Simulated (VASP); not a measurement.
# Li (P6/mmm) in VASP: further runs

Runs on Li. Level: PBE. Tasks: single point.

Everything below comes from runs of VASP 6.6.1. Logs are shortened: lines on timing, memory, paths and dates and some standing lists are left out, and cuts for length are marked.

## Step 1: The crystal as given

The structure is hexagonal, space group P6/mmm (No. 191). The conventional cell has a = 5.046 Å, b = 5.046 Å, c = 2.946 Å, α = 90.00°, β = 90.00°, γ = 120.00°. Li (site symmetry 6/mmm) is surrounded by 14 Li at 2.95 to 3.26 Å. Li (site symmetry -6m2) is surrounded by 11 Li at 2.91 to 3.26 Å.

This isn't the form of Li at room conditions, which is bcc.

## Step 2: Single point, PBE

The input, INCAR:

```
PREC = Accurate
ENCUT = 520
EDIFF = 1E-7
ISMEAR = -1
SIGMA = 0.15
LREAL = F
LASPH = T
NELM = 100
ALGO = Normal
ISIF = 2
LWAVE = F
LCHARG = F
GGA = PE
NBANDS = 12
```

The input, KPOINTS:

```
regular mesh
0
Gamma
  6 6 8
```

The input, POSCAR:

```
Li
1.0
    5.0459282497      0.0000000000      0.0000000000
   -2.5229646346      4.3699025169      0.0000000000
    0.0000000000      0.0000000000      2.9455013648
Li
3
Direct
    0.0000000000      0.0000000000      0.0000000000
    0.6666666667      0.3333333333      0.5000000000
    0.3333333333      0.6666666667      0.5000000000
```

Potentials or basis: VASP PAW PBE potentials, release 64 (Li_sv).

Launch:

```sh
cat potpaw_PBE.64/Li_sv/POTCAR > POTCAR
mpirun -np 1 vasp_std > vasp.out
```

OUTCAR:

```text
PREC = Accurate
   ENCUT = 520
   EDIFF = 1E-7
   ISMEAR = -1
   LREAL = F
   LASPH = T
   NELM = 100
   ISIF = 2
   GGA = PE

 ion  position               nearest neighbor table
   1  0.000  0.000  0.000-
   2  0.667  0.333  0.500-
   3  0.333  0.667  0.500-

  LATTYP: Found a hexagonal cell.
 ALAT       =     5.0459282497
 C/A-ratio  =     0.5837382577

  Lattice vectors:

 A1 = (   5.0459282497,   0.0000000000,   0.0000000000)
 A2 = (  -2.5229646346,   4.3699025169,   0.0000000000)
 A3 = (   0.0000000000,   0.0000000000,   2.9455013648)

Analysis of symmetry for initial positions (statically):
=====================================================================
 Subroutine PRICEL returns:
 Original cell was already a primitive cell.

 Routine SETGRP: Setting up the symmetry group for a
 hexagonal supercell.

 Subroutine GETGRP returns: Found 24 space group operations
 (whereof 24 operations were pure point group operations)
 out of a pool of 24 trial point group operations.

The static configuration has the point symmetry D_6h.

Analysis of symmetry for dynamics (positions and initial velocities):
=====================================================================
 Subroutine PRICEL returns:
 Original cell was already a primitive cell.

 Routine SETGRP: Setting up the symmetry group for a
 hexagonal supercell.

 Subroutine GETGRP returns: Found 24 space group operations
 (whereof 24 operations were pure point group operations)
 out of a pool of 24 trial point group operations.

The dynamic configuration has the point symmetry D_6h.

 Subroutine INISYM returns: Found 24 space group operations
 (whereof 24 operations are pure point group operations),
 and found     1 'primitive' translations

----------------------------------------------------------------------------------------

                                     Primitive cell

  volume of cell :      64.9489

  direct lattice vectors                    reciprocal lattice vectors
     5.045928250  0.000000000  0.000000000     0.198179592  0.114419051  0.000000000
    -2.522964635  4.369902517  0.000000000     0.000000000  0.228838057  0.000000000
     0.000000000  0.000000000  2.945501365     0.000000000  0.000000000  0.339500776

  length of vectors
     5.045928250  5.045928909  2.945501365     0.228838087  0.228838057  0.339500776

  position of ions in fractional coordinates (direct lattice)
     0.000000000  0.000000000  0.000000000
     0.666666667  0.333333333  0.500000000
     0.333333333  0.666666667  0.500000000

  ion indices of the primitive-cell ions
   primitive index   ion index
                 1           1
                 2           2
                 3           3

----------------------------------------------------------------------------------------

 KPOINTS: regular mesh

Automatic generation of k-mesh.
 Grid dimensions read from file:
 generate k-points for:    6    6    8

 Generating k-lattice:

  Cartesian coordinates                     Fractional coordinates (reciprocal lattice)
     0.033029932  0.019069842  0.000000000     0.166666667  0.000000000  0.000000000
     0.000000000  0.038139676  0.000000000     0.000000000  0.166666667  0.000000000
     0.000000000  0.000000000  0.042437597     0.000000000  0.000000000  0.125000000

  Length of vectors
     0.038139681  0.038139676  0.042437597

  Shift w.r.t. Gamma in fractional coordinates (k-lattice)
     0.000000000  0.000000000  0.000000000

 Subroutine IBZKPT returns following result:
 ===========================================

 Found     35 irreducible k-points:

 Following reciprocal coordinates:
            Coordinates               Weight
  0.000000  0.000000  0.000000      1.000000
  0.166667  0.000000  0.000000      6.000000
  0.333333  0.000000  0.000000      6.000000
  0.500000  0.000000  0.000000      3.000000
  0.166667  0.166667  0.000000      6.000000
  0.333333  0.166667  0.000000     12.000000
[... 16 lines left out ...]
  0.166667  0.000000  0.375000     12.000000
  0.333333  0.000000  0.375000     12.000000
 [... further k-points ...]
   k-points           NKPTS =     35   k-points in BZ     NKDIM =     35   number of bands    NBANDS=     12
   number of dos      NEDOS =    301   number of ions     NIONS =      3
   total plane-waves  NPLWV =  38400
   dimension x,y,z NGX =    40 NGY =   40 NGZ =   24
   dimension x,y,z NGXF=    80 NGYF=   80 NGZF=   48
   ions per type =               3
   NGX,Y,Z   is equivalent  to a cutoff of  13.18, 13.18, 13.55 a.u.
   NGXF,Y,Z  is equivalent  to a cutoff of  26.36, 26.36, 27.09 a.u.
 SYSTEM =  unknown system
   PREC   = accura    normal or accurate (medium, high low for compatibility)
   ISTART =      0    job   : 0-new  1-cont  2-samecut
   ICHARG =      2    charge: 1-file 2-atom 10-const
   ISPIN  =      1    spin polarized calculation?
   LNONCOLLINEAR =      F non collinear calculations
   LSORBIT =      F    spin-orbit coupling
   LASPH  =      T    aspherical Exc in radial PAW
   ENCUT  =  520.0 eV  38.22 Ry    6.18 a.u.   9.38  9.38  5.48*2*pi/ulx,y,z
   NELM   =    100;   NELMIN=  2; NELMDL= -5     # of ELM steps
   EDIFF  = 0.1E-06   stopping-criterion for ELM
   LREAL  =      F    real-space projection
   EDIFFG = 0.1E-05   stopping-criterion for IOM
   NSW    =      0    number of steps for IOM
   IBRION =     -1    ionic relax: 0-MD 1-quasi-New 2-CG
   NFREE  =      0    steps in history (QN), initial steepest desc. (CG)
   ISIF   =      2    stress and relaxation
   ISYM   =      2    0-nonsym 1-usesym 2-fastsym
   POTIM  = 0.5000    time-step for ionic-motion
   TEBEG  =    0.0;   TEEND  =   0.0 temperature during run
   PSTRESS=    0.0 pullay stress
   NELECT =       9.0000    total number of electrons
   NUPDOWN=      -1.0000    fix difference up-down
   EMIN   =  10.00;   EMAX   =-10.00  energy-range for DOS
   EFERMI =   0.00;   METHOD = LEGACY
   ISMEAR =    -1;   SIGMA  =   0.15  broadening in eV -4-tet -1-fermi 0-gaus
   EFERMI_NEDOS =   21; number of points for ismear=-14 and -15
   IALGO  =     38    algorithm
   IMIX   =      4    mixing-type and parameters
     AMIX     =   0.40;   BMIX     =  1.00
     AMIX_MAG =   1.60;   BMIX_MAG =  1.00
  volume/ion in A,a.u.               =      21.65       146.10
  Fermi-wavevector in a.u.,A,eV,Ry     =   0.847159  1.600899  9.764610  0.717679
  Thomas-Fermi vector in A             =   1.962621
   LORBIT       =      0    0 simple, 1 ext, 2 COOP (PROOUT), +10 PAW based schemes
   GGA     = PE    functional components
   LHFCALC =     F    Hartree Fock is set to
   AEXX    =    0.0000 exact exchange contribution
   IVDW    =     0    specifies the selected vdW correction
   LEPSILON=     F    determine dielectric tensor
   LRPA    =     F    only Hartree local field effects (RPA)
 non-spin polarized calculation
  energy-cutoff  :      520.00
  volume of cell :       64.95
 maximum number of plane-waves:      1798
 NGX is ok and might be reduce to    40
   NGX = 19   NGY = 19   NGZ = 11

 number of electron       9.0000000 magnetization

 Free energy of the ion-electron system (eV)
  ---------------------------------------------------
  ext. energy  EPLUGINS =         0.00000000
  ---------------------------------------------------
  free energy    TOTEN  =        -5.72225384 eV

  energy without entropy =       -5.61853618  energy(sigma->0) =       -5.67039501

 E-fermi :   0.4474     XC(G=0):  -6.8856

 val. band max:        0.3583404074   @ k =   0.1667   0.1667   0.0000
 cond. band min:       0.4603482654   @ k =   0.1667   0.1667   0.5000
 fundamental gap:      0.1020078579
 Fermi energy:         0.4474205086

 k-point     1 :       0.0000    0.0000    0.0000
  band No.  band energies     occupation
      1     -46.2537      2.00000
      2     -46.2377      2.00000
      3     -46.1437      2.00000
      4      -3.0245      2.00000
      5       2.4658      0.00000
      6       2.4659      0.00000
      7       2.5232      0.00000
      8       2.5232      0.00000
      9       5.9160      0.00000
     10       6.0524      0.00000
     11      10.2406      0.00000
     12      14.0844      0.00000

 k-point     2 :       0.1667    0.0000    0.0000
  band No.  band energies     occupation
      1     -46.2527      2.00000
      2     -46.2387      2.00000
      3     -46.1438      2.00000
      4      -2.8590      2.00000
      5       1.0292      0.04053
      6       1.4207      0.00304
      7       3.2900      0.00000
      8       3.9917      0.00000
      9       6.4911      0.00000
     10       6.7845      0.00000
     11      10.4401      0.00000
     12      12.9304      0.00000

 k-point     3 :       0.3333    0.0000    0.0000
  band No.  band energies     occupation
      1     -46.2501      2.00000
      2     -46.2411      2.00000
      3     -46.1439      2.00000
      4      -2.3623      2.00000
      5      -0.3887      1.99244
      6       0.7754      0.20195
      7       3.3470      0.00000
      8       5.9012      0.00000
      9       7.6336      0.00000
     10       8.8152      0.00000
     11      10.7805      0.00000
     12      11.0256      0.00000

 k-point     4 :       0.5000    0.0000    0.0000
  band No.  band energies     occupation
      1     -46.2481      2.00000
      2     -46.2430      2.00000
      3     -46.1440      2.00000
      4      -1.5469      2.00000
      5      -1.5239      2.00000
      6       0.5601      0.64122
      7       3.3114      0.00000
      8       8.1585      0.00000
      9       8.2339      0.00000
     10       9.1518      0.00000
     11       9.2073      0.00000
     12      10.4173      0.00000

 k-point     5 :       0.1667    0.1667    0.0000
  band No.  band energies     occupation
      1     -46.2509      2.00000
      2     -46.2404      2.00000
      3     -46.1439      2.00000
      4      -2.5280      2.00000
      5       0.3431      1.33434
      6       0.3583      1.28850
      7       4.2999      0.00000
      8       4.3641      0.00000
      9       7.8344      0.00000
     10       7.8864      0.00000
     11      10.8134      0.00000
     12      10.8355      0.00000
[... 228 lines left out ...]
      1     -46.2411      2.00000
      2     -46.2411      2.00000
      3     -46.1395      2.00000
      4      -0.2552      1.98168
      5      -0.1745      1.96884
      6      -0.1745      1.96883
      7       6.1083      0.00000
      8       6.1083      0.00000
      9       6.4010      0.00000
     10       8.0615      0.00000
     11       8.2958      0.00000
     12       8.2958      0.00000

 k-point    22 :       0.0000    0.0000    0.3750
  band No.  band energies     occupation
      1     -46.2454      2.00000
      2     -46.2304      2.00000
      3     -46.1362      2.00000
      4      -1.1899      1.99996
      5       2.0708      0.00004
      6       4.6945      0.00000
      7       4.6945      0.00000
      8       4.9072      0.00000
      9       4.9072      0.00000
     10       5.6853      0.00000
     11       7.8910      0.00000
     12       9.0880      0.00000

 k-point    23 :       0.1667    0.0000    0.3750
  band No.  band energies     occupation
      1     -46.2445      2.00000
      2     -46.2313      2.00000
      3     -46.1362      2.00000
      4      -1.0234      1.99989
      5       2.0322      0.00005
      6       3.4381      0.00000
      7       3.7557      0.00000
      8       5.2378      0.00000
      9       6.1778      0.00000
     10       6.2613      0.00000
     11       7.6488      0.00000
     12       8.3794      0.00000

 k-point    24 :       0.3333    0.0000    0.3750
  band No.  band energies     occupation
      1     -46.2422      2.00000
      2     -46.2336      2.00000
      3     -46.1363      2.00000
      4      -0.5263      1.99697
      5       1.3365      0.00532
      6       3.0146      0.00000
      7       3.1245      0.00000
      8       4.8217      0.00000
      9       6.3549      0.00000
     10       7.1142      0.00000
     11       7.5410      0.00000
     12       8.6975      0.00000

 [... further k-points ...]

------------------------ aborting loop because EDIFF is reached ----------------------------------------

  FORCE on cell =-STRESS in cart. coord.  units (eV):
  Direction    XX          YY          ZZ          XY          YZ          ZX
  --------------------------------------------------------------------------------------
  -------------------------------------------------------------------------------------
  Total       -0.3613752     -0.3613753     -0.3148935      0.0000000     -0.0000000     -0.0000000
  in kB       -8.9144987     -8.9145007     -7.7678738      0.0000010     -0.0000000     -0.0000000
  external PRESSURE =      -8.5322911 kB  Pullay stress =       0.0000000 kB

 VOLUME and BASIS-vectors are now :
 -----------------------------------------------------------------------------
  energy-cutoff  :      520.00
  volume of cell :       64.95
      direct lattice vectors                 reciprocal lattice vectors
     5.045928250  0.000000000  0.000000000     0.198179592  0.114419051  0.000000000
    -2.522964635  4.369902517  0.000000000     0.000000000  0.228838057  0.000000000
     0.000000000  0.000000000  2.945501365     0.000000000  0.000000000  0.339500776

 POSITION                                       TOTAL-FORCE (eV/Angst)
 -----------------------------------------------------------------------------------
      0.00000      0.00000      0.00000        -0.000000      0.000000      0.000000
      2.52296      1.45663      1.47275        -0.000000      0.000000      0.000000
     -0.00000      2.91327      1.47275         0.000000      0.000000      0.000000
 -----------------------------------------------------------------------------------
    total drift:                               -0.000000      0.000000      0.000000

  FREE ENERGIE OF THE ION-ELECTRON SYSTEM (eV)
  ---------------------------------------------------
  free  energy   TOTEN  =        -5.7222538359 eV

  energy  without entropy=       -5.6185361847  energy(sigma->0) =       -5.67039501
```

It took 8.9 s on 1 thread of Intel Xeon 6975P-C (Granite Rapids), shared host; peak memory 0.17 GiB.

What came out:

```yaml
Free_energy: -5.7223 eV
Band_gap_on_the_k_mesh: none (metal or under the smearing width)
```

Caveat: the cutoff is under 1.25 times the usual one of these potentials, so pressure, stress and relaxed cells hold a basis-set (Pulay) error.

## Step 3: Single point, PBE

This run uses another cell than the first one, of 19.61 Å³/atom, 0.906 times its volume.

The input, INCAR:

```
SYSTEM = Li
  ALGO = Normal
  EDIFF = 1E-6
  ENCUT = 520
  GGA = PE
  ISIF = 2
  ISMEAR = -1
  LASPH = .TRUE.
  LCHARG = .FALSE.
  LREAL = .FALSE.
  LWAVE = .FALSE.
  NBANDS = 12
  NELM = 100
  PREC = Accurate
  SIGMA = 0.15
```

The input, KPOINTS:

```
k-points
0
G
  6 6 8
  0 0 0
```

The input, POSCAR:

```
Li
1.0
    4.8819822199      0.0000000000      0.0000000000
   -2.4409916032      4.2279210751      0.0000000000
    0.0000000000      0.0000000000      2.8497997950
Li
3
Direct
    0.0000000000      0.0000000000      0.0000000000
    0.6666666667      0.3333333333      0.5000000000
    0.3333333333      0.6666666667      0.5000000000
```

Potentials or basis: VASP PAW PBE potentials, release 64 (Li_sv).

Launch:

```sh
cat potpaw_PBE.64/Li_sv/POTCAR > POTCAR
mpirun -np 1 vasp_std > vasp.out
```

It took 6.3 s on 1 thread of Intel Xeon 6975P-C (Granite Rapids), shared host; peak memory 0.16 GiB.

The run converged. Its results:

* Free energy: -5.7279 eV
* Band gap on the k mesh: none (metal or under the smearing width)

Levels at points of the mesh, in eV from the Fermi level:
```
           k point  band 2  band 3  band 4  band 5  band 6  band 7
(0.00, 0.00, 0.00)  -46.51  -46.42   -3.60    2.12    2.12    2.17
(0.50, 0.00, 0.00)  -46.52  -46.42   -2.07   -2.05    0.08    3.18
(0.00, 0.00, 0.50)  -46.50  -46.40   -0.52    0.16    5.52    5.59
(0.50, 0.00, 0.50)  -46.51  -46.40    0.61    0.74    2.02    3.14
```

Caveat: the cutoff is under 1.25 times the usual one of these potentials, so pressure, stress and relaxed cells hold a basis-set (Pulay) error.

## Step 4: Single point, PBE

This run uses another cell than the first one, of 21.24 Å³/atom, 0.981 times its volume.

INCAR, as its differences from that of step 3:

```diff
@@ -8,4 +8,6 @@
   LASPH = .TRUE.
-  LCHARG = .FALSE.
+  LCHARG = .TRUE.
+  LELF = .TRUE.
   LREAL = .FALSE.
+  LVHAR = .TRUE.
   LWAVE = .FALSE.
```

KPOINTS is that of step 3.

The input, POSCAR:

```
Li
1.0
    5.0139911393      0.0000000000      0.0000000000
   -2.5069960762      4.3422441651      0.0000000000
    0.0000000000      0.0000000000      2.9268584516
Li
3
Direct
    0.0000000000      0.0000000000      0.0000000000
    0.6666666667      0.3333333333      0.5000000000
    0.3333333333      0.6666666667      0.5000000000
```

Launch:

```sh
cat potpaw_PBE.64/Li_sv/POTCAR > POTCAR
mpirun -np 1 vasp_std > vasp.out
```

Run time: 9.6 s. Hardware: 1 thread of Intel Xeon 6975P-C (Granite Rapids), shared host; peak memory 0.17 GiB.

It converged, with:

* Free energy: -5.7271 eV
* Band gap on the k mesh: none (metal or under the smearing width)

Levels at points of the mesh, in eV from the Fermi level:
| k point | band 2 | band 3 | band 4 | band 5 | band 6 | band 7 |
| --- | --- | --- | --- | --- | --- | --- |
| (0.00, 0.00, 0.00) | -46.65 | -46.56 | -3.50 | 2.04 | 2.04 | 2.09 |
| (0.50, 0.00, 0.00) | -46.66 | -46.56 | -2.01 | -1.99 | 0.11 | 2.92 |
| (0.00, 0.00, 0.50) | -46.64 | -46.55 | -0.49 | 0.12 | 5.24 | 5.31 |
| (0.50, 0.00, 0.50) | -46.65 | -46.55 | 0.61 | 0.72 | 1.92 | 2.89 |

Caveat: the cutoff is under 1.25 times the usual one of these potentials, so pressure, stress and relaxed cells hold a basis-set (Pulay) error.

## Step 5: The runs side by side

```csv
cell,gap on the mesh (eV)
"P6/mmm, 21.65 Å³/atom",none
"P6/mmm, 19.61 Å³/atom",none
"P6/mmm, 21.24 Å³/atom",none
```

Alike in all rows: task single point; level PBE; potentials or basis VASP PAW PBE potentials, release 64 (Li_sv); no spin polarisation; k mesh 6 × 6 × 8; cutoff (eV) 520; smearing fermi-dirac 0.15 eV.

Every run on the cell as given and a fine mesh finds a metal.

Caveats: the cutoff is under 1.25 times the usual one of these potentials, so pressure, stress and relaxed cells hold a basis-set (Pulay) error.

Absolute energies hang on the potentials; compare differences alone.
